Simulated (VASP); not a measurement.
# TiO2 (C2/c) in VASP: further runs, part 2 of 2

VASP 6.6.1. The steps go on from the part before.

### 3 Single point, LDA

File INCAR:

```
SYSTEM = TiO2
PREC = Accurate
ENCUT = 520
EDIFF = 1E-7
ISMEAR = 0
SIGMA = 0.01
LREAL = .False.
LASPH = .True.
NELM = 100
ALGO = Normal
ISIF = 2
LWAVE = .False.
LCHARG = .False.
GGA = CA
NBANDS = 33
```

File KPOINTS:

```
regular mesh
0
Gamma
  5 5 3
  0 0 0
```

File POSCAR:

```
TiO2
1.0
    2.7060340000     -2.7066550000      0.0000000000
    2.7060340000      2.7066550000      0.0000000000
   -2.6335310000      0.0000000000      4.7966370000
Ti O
2 4
Direct
    0.1341100000      0.8658900000      0.2500000000
    0.8658900000      0.1341100000      0.7500000000
    0.3312210000      0.0887550000      0.6671490000
    0.6687790000      0.9112450000      0.3328510000
    0.9112450000      0.6687790000      0.8328510000
    0.0887550000      0.3312210000      0.1671490000
```

Potentials or basis: VASP PAW LDA potentials, release 64 (Ti_sv, O).

Run with:

```sh
$ cat potpaw_LDA.64/Ti_sv/POTCAR potpaw_LDA.64/O/POTCAR > POTCAR
$ mpirun -np 1 vasp_std > vasp.out
```

OUTCAR:

```text
SYSTEM = TiO2
   PREC = Accurate
   ENCUT = 520
   EDIFF = 1E-7
   ISMEAR = 0
   LREAL = .False.
   LASPH = .True.
   NELM = 100
   ISIF = 2
   GGA = CA

 ion  position               nearest neighbor table
   1  0.134  0.866  0.250-   4 1.93   6 1.93   6 1.98   4 1.98   3 2.00   5 2.00
   2  0.866  0.134  0.750-   5 1.93   3 1.93   5 1.98   3 1.98   6 2.00   4 2.00
   3  0.331  0.089  0.667-   2 1.93   2 1.98   1 2.00
   4  0.669  0.911  0.333-   1 1.93   1 1.98   2 2.00
   5  0.911  0.669  0.833-   2 1.93   2 1.98   1 2.00
   6  0.089  0.331  0.167-   1 1.93   1 1.98   2 2.00

  LATTYP: Found a base centered monoclinic cell.
 ALAT       =     5.4120680000
 B/A-ratio  =     1.0002294871
 C/A-ratio  =     1.0110809974
 COS(beta)  =    -0.4812705001

  Lattice vectors:

 A1 = (   2.7060340000,  -2.7066550000,   0.0000000000)
 A2 = (   2.7060340000,   2.7066550000,   0.0000000000)
 A3 = (  -2.6335310000,   0.0000000000,   4.7966370000)

Analysis of symmetry for initial positions (statically):
=====================================================================
 Subroutine PRICEL returns:
 Original cell was already a primitive cell.

 Routine SETGRP: Setting up the symmetry group for a
 base centered monoclinic supercell.

 Subroutine GETGRP returns: Found  4 space group operations
 (whereof  2 operations were pure point group operations)
 out of a pool of  4 trial point group operations.

The static configuration has the point symmetry S_2 .
 The point group associated with its full space group is C_2h.

Analysis of symmetry for dynamics (positions and initial velocities):
=====================================================================
 Subroutine PRICEL returns:
 Original cell was already a primitive cell.

 Routine SETGRP: Setting up the symmetry group for a
 base centered monoclinic supercell.

 Subroutine GETGRP returns: Found  4 space group operations
 (whereof  2 operations were pure point group operations)
 out of a pool of  4 trial point group operations.

The dynamic configuration has the point symmetry S_2 .
 The point group associated with its full space group is C_2h.

 Subroutine INISYM returns: Found  4 space group operations
 (whereof  2 operations are pure point group operations),
 and found     1 'primitive' translations

----------------------------------------------------------------------------------------

                                     Primitive cell

  volume of cell :      70.2640

  direct lattice vectors                    reciprocal lattice vectors
     2.706034000 -2.706655000  0.000000000     0.184772253 -0.184729860  0.101446796
     2.706034000  2.706655000  0.000000000     0.184772253  0.184729860  0.101446796
    -2.633531000  0.000000000  4.796637000     0.000000000  0.000000000  0.208479399

  length of vectors
     3.827349122  3.827349122  5.472039111     0.280280858  0.280280858  0.208479399

  position of ions in fractional coordinates (direct lattice)
     0.134110000  0.865890000  0.250000000
     0.865890000  0.134110000  0.750000000
[... 36 lines left out ...]
 ===========================================

 Found     24 irreducible k-points:

 Following reciprocal coordinates:
            Coordinates               Weight
  0.000000  0.000000  0.000000      1.000000
  0.200000  0.000000 -0.000000      4.000000
  0.400000  0.000000 -0.000000      4.000000
  0.200000  0.200000 -0.000000      2.000000
  0.400000  0.200000 -0.000000      4.000000
 -0.400000  0.200000  0.000000      4.000000
[... 16 lines left out ...]
 -0.200000 -0.400000  0.333333      4.000000
 -0.200000 -0.200000  0.333333      2.000000
   k-points           NKPTS =     24   k-points in BZ     NKDIM =     24   number of bands    NBANDS=     33
   number of dos      NEDOS =    301   number of ions     NIONS =      6
   total plane-waves  NPLWV =  32928
   dimension x,y,z NGX =    28 NGY =   28 NGZ =   42
   dimension x,y,z NGXF=    56 NGYF=   56 NGZF=   84
   ions per type =               2   4
   NGX,Y,Z   is equivalent  to a cutoff of  12.16, 12.16, 12.76 a.u.
   NGXF,Y,Z  is equivalent  to a cutoff of  24.32, 24.32, 25.52 a.u.
 SYSTEM =  TiO2
   PREC   = accura    normal or accurate (medium, high low for compatibility)
   ISTART =      0    job   : 0-new  1-cont  2-samecut
   ICHARG =      2    charge: 1-file 2-atom 10-const
   ISPIN  =      1    spin polarized calculation?
   LNONCOLLINEAR =      F non collinear calculations
   LSORBIT =      F    spin-orbit coupling
   LASPH  =      T    aspherical Exc in radial PAW
   ENCUT  =  520.0 eV  38.22 Ry    6.18 a.u.   7.12  7.12 10.17*2*pi/ulx,y,z
   NELM   =    100;   NELMIN=  2; NELMDL= -5     # of ELM steps
   EDIFF  = 0.1E-06   stopping-criterion for ELM
   LREAL  =      F    real-space projection
   EDIFFG = 0.1E-05   stopping-criterion for IOM
   NSW    =      0    number of steps for IOM
   IBRION =     -1    ionic relax: 0-MD 1-quasi-New 2-CG
   NFREE  =      0    steps in history (QN), initial steepest desc. (CG)
   ISIF   =      2    stress and relaxation
   ISYM   =      2    0-nonsym 1-usesym 2-fastsym
   POTIM  = 0.5000    time-step for ionic-motion
   TEBEG  =    0.0;   TEEND  =   0.0 temperature during run
   PSTRESS=    0.0 pullay stress
   NELECT =      48.0000    total number of electrons
   NUPDOWN=      -1.0000    fix difference up-down
   EMIN   =  10.00;   EMAX   =-10.00  energy-range for DOS
   EFERMI =   0.00;   METHOD = LEGACY
   ISMEAR =     0;   SIGMA  =   0.01  broadening in eV -4-tet -1-fermi 0-gaus
   EFERMI_NEDOS =   21; number of points for ismear=-14 and -15
   IALGO  =     38    algorithm
   IMIX   =      4    mixing-type and parameters
     AMIX     =   0.40;   BMIX     =  1.00
     AMIX_MAG =   1.60;   BMIX_MAG =  1.00
  volume/ion in A,a.u.               =      11.71        79.03
  Fermi-wavevector in a.u.,A,eV,Ry     =   1.441820  2.724644 28.284385  2.078844
  Thomas-Fermi vector in A             =   2.560409
   LORBIT       =      0    0 simple, 1 ext, 2 COOP (PROOUT), +10 PAW based schemes
   GGA     = CA    functional components
   LHFCALC =     F    Hartree Fock is set to
   AEXX    =    0.0000 exact exchange contribution
   IVDW    =     0    specifies the selected vdW correction
   LEPSILON=     F    determine dielectric tensor
   LRPA    =     F    only Hartree local field effects (RPA)
 non-spin polarized calculation
 Gauss-broadening in eV      SIGMA  =   0.01
  energy-cutoff  :      520.00
  volume of cell :       70.26
 maximum number of plane-waves:      1906
   NGX = 15   NGY = 15   NGZ = 21

 number of electron      47.9999994 magnetization

 Free energy of the ion-electron system (eV)
  ---------------------------------------------------
  ext. energy  EPLUGINS =         0.00000000
  ---------------------------------------------------
  free energy    TOTEN  =       -58.68278806 eV

  energy without entropy =      -58.68278806  energy(sigma->0) =      -58.68278806

 E-fermi :   3.0073     XC(G=0): -11.1906

 val. band max:        2.8174365153   @ k =  -0.4000   0.4000   0.0000
 cond. band min:       4.7439303528   @ k =   0.0000   0.0000   0.0000
 fundamental gap:      1.9264938375
 Fermi energy:         3.0072960973

 k-point     1 :       0.0000    0.0000    0.0000
  band No.  band energies     occupation
      1     -52.9721      2.00000
      2     -52.9153      2.00000
      3     -29.8088      2.00000
      4     -29.5819      2.00000
      5     -29.5815      2.00000
      6     -29.5174      2.00000
[... 853 lines left out ...]
     32       8.8477      0.00000
     33       9.0534      0.00000

------------------------ aborting loop because EDIFF is reached ----------------------------------------

  FORCE on cell =-STRESS in cart. coord.  units (eV):
  Direction    XX          YY          ZZ          XY          YZ          ZX
  --------------------------------------------------------------------------------------
  -------------------------------------------------------------------------------------
  Total       -5.2440157     -5.2593408     -5.1396829      0.0000000      0.0000000     -0.1836376
  in kB     -119.5753228   -119.9247704   -117.1963009      0.0000000      0.0000000     -4.1873499
  external PRESSURE =    -118.8987981 kB  Pullay stress =       0.0000000 kB

 VOLUME and BASIS-vectors are now :
 -----------------------------------------------------------------------------
  energy-cutoff  :      520.00
  volume of cell :       70.26
      direct lattice vectors                 reciprocal lattice vectors
     2.706034000 -2.706655000  0.000000000     0.184772253 -0.184729860  0.101446796
     2.706034000  2.706655000  0.000000000     0.184772253  0.184729860  0.101446796
    -2.633531000  0.000000000  4.796637000     0.000000000  0.000000000  0.208479399

 POSITION                                       TOTAL-FORCE (eV/Angst)
 -----------------------------------------------------------------------------------
      2.04765      1.98068      1.19916        -0.000000      0.065743     -0.000000
      0.73089     -1.98068      3.59748        -0.000000     -0.065743      0.000000
     -0.62049     -0.65627      3.20007         0.011123     -0.044768     -0.313364
      3.39903      0.65627      1.59657        -0.011123      0.044768      0.313364
      2.08226     -0.65627      3.99488        -0.011123     -0.044768      0.313364
      0.69628      0.65627      0.80175         0.011123      0.044768     -0.313364
 -----------------------------------------------------------------------------------
    total drift:                               -0.000000      0.000000     -0.000000

  FREE ENERGIE OF THE ION-ELECTRON SYSTEM (eV)
  ---------------------------------------------------
  free  energy   TOTEN  =       -58.6827880574 eV

  energy  without entropy=      -58.6827880574  energy(sigma->0) =      -58.68278806
```

OSZICAR:

```text
N       E                     dE             d eps       ncg     rms          rms(c)
DAV:   1     0.655284873212E+03    0.65528E+03   -0.24384E+04  1585   0.168E+03
DAV:   2     0.266076949494E+02   -0.62868E+03   -0.58510E+03  1729   0.511E+02
DAV:   3    -0.697725767801E+02   -0.96380E+02   -0.94912E+02  2171   0.189E+02
DAV:   4    -0.754548353753E+02   -0.56823E+01   -0.56713E+01  2447   0.433E+01
DAV:   5    -0.757228598347E+02   -0.26802E+00   -0.26800E+00  1991   0.677E+00    0.305E+01
DAV:   6    -0.593914551740E+02    0.16331E+02   -0.80455E+01  2260   0.867E+01    0.119E+01
DAV:   7    -0.590950459708E+02    0.29641E+00   -0.16007E+01  2096   0.343E+01    0.909E+00
DAV:   8    -0.588491997562E+02    0.24585E+00   -0.56944E-01  1999   0.666E+00    0.624E+00
DAV:   9    -0.587522048494E+02    0.96995E-01   -0.86844E-01  2198   0.104E+01    0.253E+00
DAV:  10    -0.587003248549E+02    0.51880E-01   -0.49858E-01  2211   0.652E+00    0.112E+00
DAV:  11    -0.586839064765E+02    0.16418E-01   -0.75039E-02  1942   0.178E+00    0.493E-01
DAV:  12    -0.586832053682E+02    0.70111E-03   -0.92566E-03  1934   0.114E+00    0.155E-01
DAV:  13    -0.586828688913E+02    0.33648E-03   -0.62720E-04  2102   0.268E-01    0.611E-02
DAV:  14    -0.586827843424E+02    0.84549E-04   -0.26752E-04  2246   0.199E-01    0.211E-02
DAV:  15    -0.586827885068E+02   -0.41644E-05   -0.51845E-05  2071   0.590E-02    0.763E-03
DAV:  16    -0.586827881276E+02    0.37926E-06   -0.25715E-06  2096   0.131E-02    0.241E-03
DAV:  17    -0.586827880574E+02    0.70165E-07   -0.97093E-07  1742   0.567E-03
   1 F= -.58682788E+02 E0= -.58682788E+02  d E =-.425339-160
```

Wall time 28 s (1 thread of Intel Xeon Platinum 8559C (Emerald Rapids), shared host); peak memory 0.17 GiB.

What came out:

* Free energy: -58.6828 eV
* Pressure: -11.9 GPa
* Largest force: 0.317 eV/Å
* Band gap on the k mesh: 1.93 eV, indirect (least direct gap 2.30 eV)

Forces on the atoms (eV/Å):
```
Ti   0.000  0.066  0.000
Ti   0.000 -0.066  0.000
O    0.011 -0.045 -0.313
O   -0.011  0.045  0.313
O   -0.011 -0.045  0.313
O    0.011  0.045 -0.313
```

Stress tensor (GPa, compression positive):
```
-11.96   0.00  -0.42
  0.00 -11.99   0.00
 -0.42   0.00 -11.72
```

Levels at points of the mesh, in eV from the valence-band top:
```csv
k point,band 21,band 22,band 23,band 24,band 25,band 26,band 27,band 28
"(0.00, 0.00, 0.00)",-0.80,-0.75,-0.47,-0.46,1.93,2.66,3.70,3.71
```

Caveat: the k mesh is coarse (spacing up to 0.44 Å⁻¹), so the values aren't converged; an odd mesh through Γ misses points on the zone boundary, where band edges often lie.
